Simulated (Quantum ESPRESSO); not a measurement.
# WS2 in Quantum ESPRESSO: single point with PBEsol+D3(BJ)

Aim: the single point of WS2 with PBEsol+D3(BJ).

Everything below comes from runs of Quantum ESPRESSO 7.5. Logs are shortened: lines on timing, memory, paths and dates and some standing lists are left out, and cuts for length are marked.

## (1) Starting point

The cell holds a slab with vacuum, 3 atoms: a = 3.184 Å, b = 3.184 Å, c = 16.951 Å, α = 90.00°, β = 90.00°, γ = 120.00°.

## (2) Single point, PBEsol+D3(BJ)

The input, pw.in:

```
&CONTROL
  calculation = 'scf'
  prefix = 'pwscf'
  outdir = './tmp'
  pseudo_dir = './pseudo'
  tprnfor = .true.
  tstress = .true.
  disk_io = 'nowf'
/
&SYSTEM
  ibrav = 0
  A = 3.18351636
  nat = 3
  ntyp = 2
  ecutwfc = 45
  ecutrho = 360
  nbnd = 20
  input_dft = 'pbesol'
  occupations = 'smearing'
  smearing = 'mp'
  degauss = 0.01469973
  vdw_corr = 'grimme-d3'
  dftd3_version = 4
  nosym = .true.
/
&ELECTRONS
  conv_thr = 6d-10
  electron_maxstep = 120
  mixing_beta = 0.5
  mixing_ndim = 4
/
ATOMIC_SPECIES
W    183.8400 w_pbe_v1.2.uspp.F.UPF
S     32.0600 s_pbe_v1.4.uspp.F.UPF
CELL_PARAMETERS alat
   1.0000000000    0.0000000000    0.0000000000
  -0.5000000000    0.8660254034    0.0000000000
   0.0000000000    0.0000000000    5.3244827333
ATOMIC_POSITIONS alat
W     -0.0714858300    0.5751825670    5.2480077203
S      0.5357429150    0.2897589797    4.8728651129
S      0.5357429150    0.2897589797    0.5280926335
K_POINTS automatic
10 10 2 0 0 0
```

Potentials or basis: GBRV 1.5 PBE.

Command:

```
$ OMP_NUM_THREADS=1 pw.x -in pw.in > pw.out
```

pw.out:

```text
This program is part of the open-source Quantum ESPRESSO suite
     for quantum simulation of materials; please cite
         "P. Giannozzi et al., J. Phys.:Condens. Matter 21 395502 (2009);
         "P. Giannozzi et al., J. Phys.:Condens. Matter 29 465901 (2017);
         "P. Giannozzi et al., J. Chem. Phys. 152 154105 (2020);
     in publications or presentations arising from this work. More details at

     IMPORTANT: XC functional enforced from input :
     Exchange-correlation= PBESOL
                           (   1   4  10   8   0   0   0)
     Any further DFT definition will be discarded
     Please, verify this is what you really want

     G-vector sticks info
     --------------------
     sticks:   dense  smooth     PW     G-vecs:    dense   smooth      PW
     Sum         913     439    151               115705    40871    7957

     Using Slab Decomposition

     bravais-lattice index     =            0
     lattice parameter (alat)  =       6.0160  a.u.
     unit-cell volume          =    1003.9820 (a.u.)^3
     number of atoms/cell      =            3
     number of atomic types    =            2
     number of electrons       =        26.00
     number of Kohn-Sham states=           20
     kinetic-energy cutoff     =      45.0000  Ry
     charge density cutoff     =     360.0000  Ry
     scf convergence threshold =      6.0E-10
     mixing beta               =       0.5000
     number of iterations used =            4  plain     mixing
     Exchange-correlation= PBESOL
                           (   1   4  10   8   0   0   0)

     celldm(1)=   6.015974  celldm(2)=   0.000000  celldm(3)=   0.000000
     celldm(4)=   0.000000  celldm(5)=   0.000000  celldm(6)=   0.000000

     crystal axes: (cart. coord. in units of alat)
               a(1) = (   1.000000   0.000000   0.000000 )
               a(2) = (  -0.500000   0.866025   0.000000 )
               a(3) = (   0.000000   0.000000   5.324483 )

     reciprocal axes: (cart. coord. in units 2 pi/alat)
               b(1) = (  1.000000  0.577350 -0.000000 )
               b(2) = (  0.000000  1.154701  0.000000 )
               b(3) = (  0.000000 -0.000000  0.187812 )

     PseudoPot. # 1 for W  read from file:
     w_pbe_v1.2.uspp.F.UPF
     Pseudo is Ultrasoft + core correction, Zval = 14.0
     Generated by new atomic code, or converted to UPF format
     Using radial grid of  923 points,  8 beta functions with:
                l(1) =   0
                l(2) =   0
                l(3) =   0
                l(4) =   1
                l(5) =   1
                l(6) =   2
                l(7) =   2
                l(8) =   3
     Q(r) pseudized with  6 coefficients,  rinner =    1.350   1.350   1.350
                                                       1.350   1.350   1.350
                                                       1.350

     PseudoPot. # 2 for S  read from file:
     s_pbe_v1.4.uspp.F.UPF
     Pseudo is Ultrasoft + core correction, Zval =  6.0
     Generated by new atomic code, or converted to UPF format
     Using radial grid of  907 points,  6 beta functions with:
                l(1) =   0
                l(2) =   0
                l(3) =   1
                l(4) =   1
                l(5) =   2
                l(6) =   2
     Q(r) pseudized with  8 coefficients,  rinner =    1.300   1.300   1.300
                                                       1.300   1.300

     atomic species   valence    mass     pseudopotential
     W                14.00   183.84000     W ( 1.00)
     S                 6.00    32.06000     S ( 1.00)

     No symmetry found

   Cartesian axes

     site n.     atom                  positions (alat units)
         1        W      tau(   1) = (  -0.0714858   0.5751826   5.2480077  )
         2        S      tau(   2) = (   0.5357429   0.2897590   4.8728651  )
         3        S      tau(   3) = (   0.5357429   0.2897590   0.5280926  )

     --------------------------------------------
     DFT-D3 Dispersion Correction (3-body terms):
     --------------------------------------------
       Reference C6 values for interpolation:

         atom   Coordination number   C6
         S          0.000           268.01
         S          0.995           261.99
         S          1.990           251.62
         W          0.000          1628.72
         W          1.929          1086.81
         W         10.915           796.19

       Values used:

         atom   Coordination number  R0_AB[au]  C6      C8
         W          9.364            3.766    796.19 128250.55
         S          3.750            3.128    251.62  12327.25
         S          3.213            3.128    251.62  12327.25

         Molecular C6 ( Ry / a.u.^6 ) =      3588.74

     number of k points=   104  Methfessel-Paxton smearing, width (Ry)=  0.0147

     Number of k-points >= 100: set verbosity='high' to print them.

     Dense  grid:   115705 G-vectors     FFT dimensions: (  40,  40, 200)

     Smooth grid:    40871 G-vectors     FFT dimensions: (  25,  25, 144)

     Initial potential from superposition of free atoms

     starting charge      25.8996, renormalised to      26.0000

     negative rho (up, down):  6.262E-02 0.000E+00
     Starting wfcs are   21 randomized atomic wfcs

     Self-consistent Calculation

     iteration #  1     ecut=    45.00 Ry     beta= 0.50
     Davidson diagonalization with overlap
     ethr =  1.00E-02,  avg # of iterations =  5.9

     Threshold (ethr) on eigenvalues was too large:
     Diagonalizing with lowered threshold

     Davidson diagonalization with overlap
     ethr =  4.03E-04,  avg # of iterations =  4.2

     negative rho (up, down):  6.428E-02 0.000E+00

     total energy              =    -206.77265405 Ry
     estimated scf accuracy    <       0.12286709 Ry

     iteration #  2     ecut=    45.00 Ry     beta= 0.50
     Davidson diagonalization with overlap
     ethr =  4.73E-04,  avg # of iterations =  5.6

     negative rho (up, down):  6.461E-02 0.000E+00

     total energy              =    -206.74247121 Ry
     estimated scf accuracy    <       0.24922261 Ry

     iteration #  3     ecut=    45.00 Ry     beta= 0.50
     Davidson diagonalization with overlap
     ethr =  4.73E-04,  avg # of iterations =  4.0

     negative rho (up, down):  6.556E-02 0.000E+00

     total energy              =    -206.76622789 Ry
     estimated scf accuracy    <       0.43042863 Ry

     iteration #  4     ecut=    45.00 Ry     beta= 0.50
     Davidson diagonalization with overlap
     ethr =  4.73E-04,  avg # of iterations =  1.5

     negative rho (up, down):  6.599E-02 0.000E+00

     total energy              =    -206.79766562 Ry
     estimated scf accuracy    <       0.00636943 Ry

     iteration #  5     ecut=    45.00 Ry     beta= 0.50
     Davidson diagonalization with overlap
     ethr =  2.45E-05,  avg # of iterations =  4.5

     negative rho (up, down):  6.646E-02 0.000E+00

     total energy              =    -206.79868308 Ry
     estimated scf accuracy    <       0.00154901 Ry

     iteration #  6     ecut=    45.00 Ry     beta= 0.50
     Davidson diagonalization with overlap
     ethr =  5.96E-06,  avg # of iterations =  3.6

     negative rho (up, down):  6.656E-02 0.000E+00

     total energy              =    -206.79889701 Ry
     estimated scf accuracy    <       0.00005081 Ry

     iteration #  7     ecut=    45.00 Ry     beta= 0.50
     Davidson diagonalization with overlap
     ethr =  1.95E-07,  avg # of iterations =  3.5

     negative rho (up, down):  6.654E-02 0.000E+00

     total energy              =    -206.79890875 Ry
     estimated scf accuracy    <       0.00000449 Ry

     iteration #  8     ecut=    45.00 Ry     beta= 0.50
     Davidson diagonalization with overlap
     ethr =  1.73E-08,  avg # of iterations =  4.0

     negative rho (up, down):  6.648E-02 0.000E+00

     total energy              =    -206.79891065 Ry
     estimated scf accuracy    <       0.00000041 Ry

     iteration #  9     ecut=    45.00 Ry     beta= 0.50
     Davidson diagonalization with overlap
     ethr =  1.56E-09,  avg # of iterations =  2.4

     negative rho (up, down):  6.647E-02 0.000E+00

     total energy              =    -206.79891073 Ry
     estimated scf accuracy    <       0.00000002 Ry

     iteration # 10     ecut=    45.00 Ry     beta= 0.50
     Davidson diagonalization with overlap
     ethr =  8.86E-11,  avg # of iterations =  4.0

     negative rho (up, down):  6.647E-02 0.000E+00

     total energy              =    -206.79891074 Ry
     estimated scf accuracy    <          5.2E-09 Ry

     iteration # 11     ecut=    45.00 Ry     beta= 0.50
     Davidson diagonalization with overlap
     ethr =  2.00E-11,  avg # of iterations =  2.2

     negative rho (up, down):  6.646E-02 0.000E+00

     total energy              =    -206.79891074 Ry
     estimated scf accuracy    <       0.00000003 Ry

     iteration # 12     ecut=    45.00 Ry     beta= 0.50
     Davidson diagonalization with overlap
     ethr =  2.00E-11,  avg # of iterations =  1.7

     negative rho (up, down):  6.646E-02 0.000E+00

     End of self-consistent calculation

     Number of k-points >= 100: set verbosity='high' to print the bands.

     the Fermi energy is     1.2032 ev

!    total energy              =    -206.79891074 Ry
     estimated scf accuracy    <          4.7E-10 Ry
     smearing contrib. (-TS)   =       0.00025544 Ry
     internal energy E=F+TS    =    -206.79916618 Ry

     The total energy is F=E-TS. E is the sum of the following terms:
     one-electron contribution =    -863.23099685 Ry
     hartree contribution      =     432.27248963 Ry
     xc contribution           =     -57.82679205 Ry
     ewald contribution        =     282.03896450 Ry
     DFT-D3 Dispersion         =      -0.05283141 Ry

     convergence has been achieved in  12 iterations

     negative rho (up, down):  6.646E-02 0.000E+00

     Forces acting on atoms (cartesian axes, Ry/au):

     atom    1 type  1   force =     0.34494161    0.09733167    0.47090396
     atom    2 type  2   force =    -0.30491751   -0.10694261   -0.36977243
     atom    3 type  2   force =    -0.04002410    0.00961093   -0.10113152

     Total force =     0.776707     Total SCF correction =     0.000066

     Computing stress (Cartesian axis) and pressure

     negative rho (up, down):  6.646E-02 0.000E+00
          total   stress  (Ry/bohr**3)                   (kbar)     P=       63.95
   0.00043429   0.00048603   0.00054008           63.89       71.50       79.45
   0.00048603   0.00042074   0.00027511           71.50       61.89       40.47
   0.00054008   0.00027511   0.00044920           79.45       40.47       66.08

=------------------------------------------------------------------------------=
   JOB DONE.
=------------------------------------------------------------------------------=
```

It took 95 s on 1 thread of AMD EPYC 9R45 (Zen 5), shared host; peak memory 0.94 GiB.

What came out:

```yaml
Free_energy: -2813.6425 eV
Largest_force: 15.215 eV/Å
Band_gap_on_the_k_mesh: none (metal or under the smearing width)
```

Forces on the atoms (eV/Å):
```
W    8.869  2.502 12.107
S   -7.840 -2.750 -9.507
S   -1.029  0.247 -2.600
```

Caveat: the potentials were made for another functional, which shifts forces and pressure. Spin-orbit coupling is left out, which matters for the levels of W.
